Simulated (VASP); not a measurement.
Here is a VASP 6.6.1 calculation.

The input INCAR:

```
SYSTEM = Na
PREC     = Accurate       ! precision mode
ENCUT    = 520            ! plane-wave cutoff, eV
EDIFF    = 1E-8           ! SCF threshold, eV
ISMEAR   = -1             ! smearing method
SIGMA    = 0.05           ! smearing width, eV
LREAL    = .False.        ! projectors in reciprocal space
LASPH    = .True.         ! aspherical terms in the spheres
NELM     = 100            ! most SCF steps
ALGO     = Fast           ! electronic algorithm
ISIF     = 2              ! what is computed and relaxed
LWAVE    = .False.        ! write WAVECAR
LCHARG   = .False.        ! write CHGCAR
GGA      = PE             ! functional
LEFG     = .True.       
NBANDS   = 14             ! bands
```

The input KPOINTS:

```
regular mesh
0
Gamma
  10 10 6
  0 0 0
```

The input POSCAR:

```
Na
1.0
    3.6887707041      0.0000000000      0.0000000000
   -1.8443853520      3.1945691385      0.0000000000
    0.0000000000      0.0000000000      6.2691940000
Na
2
Direct
    0.3530837218      0.6811249545      0.2573674543
    0.6666666667      0.3333333333      0.7500000000
```

Potentials or basis: VASP PAW PBE potentials, release 64 (Na_pv).

Command:

```console
$ cat potpaw_PBE.64/Na_pv/POTCAR > POTCAR
$ mpirun -np 1 vasp_std > vasp.out
```

(1) What does it give for the band gap on the k mesh?

(2) Estimate the largest force.

(3) What does it give for the pressure?

## Answers

(1) none (metal or under the smearing width).

(2) 0.030 eV/Å.

(3) 0.0 GPa.
